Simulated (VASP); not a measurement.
Wanted: the native input for a VASP 6.6.1 run.

```
Task                   : work function
Functional             : PBEsol
Potentials or basis    : VASP PAW PBE potentials, release 64 (Ge_d, Se)
Cutoff                 : 520 eV
k mesh                 : 6 × 2 × 1
Occupations            : gaussian, width 0.05 eV
Spin                   : no spin polarisation
Vacuum (Å)             : 10
Dipole correction      : yes
Further INCAR settings : ALGO = Normal; EDIFF = 1e-06
```

The structure of GeSe lies in POSCAR:

```
GeSe
1.0
    4.3800000000      0.0000000000      0.0000000000
    0.0000000000     10.7900000000      0.0000000000
    0.0000000000      0.0000000000     19.5499999994
Ge Se
12 12
Direct
    0.8940000000      0.1210000000      0.2557544757
    0.6060000000      0.6210000000      0.2557544757
    0.8940000000      0.1210000000      0.4511508951
    0.6060000000      0.6210000000      0.4511508951
    0.3940000000      0.3790000000      0.3534526854
    0.1060000000      0.8790000000      0.3534526854
    0.8940000000      0.1210000000      0.6465473146
    0.6060000000      0.6210000000      0.6465473146
    0.3940000000      0.3790000000      0.5488491049
    0.1060000000      0.8790000000      0.5488491049
    0.3940000000      0.3790000000      0.7442455243
    0.1060000000      0.8790000000      0.7442455243
    0.4970000000      0.8520000000      0.2557544757
    0.0030000000      0.3520000000      0.2557544757
    0.4970000000      0.8520000000      0.4511508951
    0.0030000000      0.3520000000      0.4511508951
    0.9970000000      0.6480000000      0.3534526854
    0.5030000000      0.1480000000      0.3534526854
    0.4970000000      0.8520000000      0.6465473146
    0.0030000000      0.3520000000      0.6465473146
    0.9970000000      0.6480000000      0.5488491049
    0.5030000000      0.1480000000      0.5488491049
    0.9970000000      0.6480000000      0.7442455243
    0.5030000000      0.1480000000      0.7442455243
```

These files were run (other wordings do the same):

INCAR

```
SYSTEM = GeSe
ALGO = Normal
DIPOL = 0.5 0.5 0.500
EDIFF = 1E-6
ENCUT = 520
GGA = PS
IDIPOL = 3
ISIF = 2
ISMEAR = 0
KPAR = 4
LASPH = .TRUE.
LCHARG = .TRUE.
LDIPOL = .TRUE.
LREAL = .FALSE.
LVACPOTAV = .TRUE.
LVHAR = .TRUE.
LWAVE = .FALSE.
NELM = 100
PREC = Accurate
SIGMA = 0.05
```

KPOINTS

```
k-points
0
G
  6 2 1
  0 0 0
```

Potentials or basis: VASP PAW PBE potentials, release 64 (Ge_d, Se).

Command:

```console
$ cat potpaw_PBE.64/Ge_d/POTCAR potpaw_PBE.64/Se/POTCAR > POTCAR
$ mpirun -np 8 vasp_std > vasp.out
```

It gave:

* Largest force: 0.986 eV/Å
* Band gap on the k mesh: 0.67 eV, direct
* Ionisation potential of the upper face: 5.08 eV

Caveat: the PAW data sets were made with another functional, which shifts forces and pressure a little.

It took 4.3 min on 8 MPI ranks on Intel(R) Xeon(R) 6975P-C (Granite Rapids), with other jobs on the host, peak memory 0.77 GiB a rank.
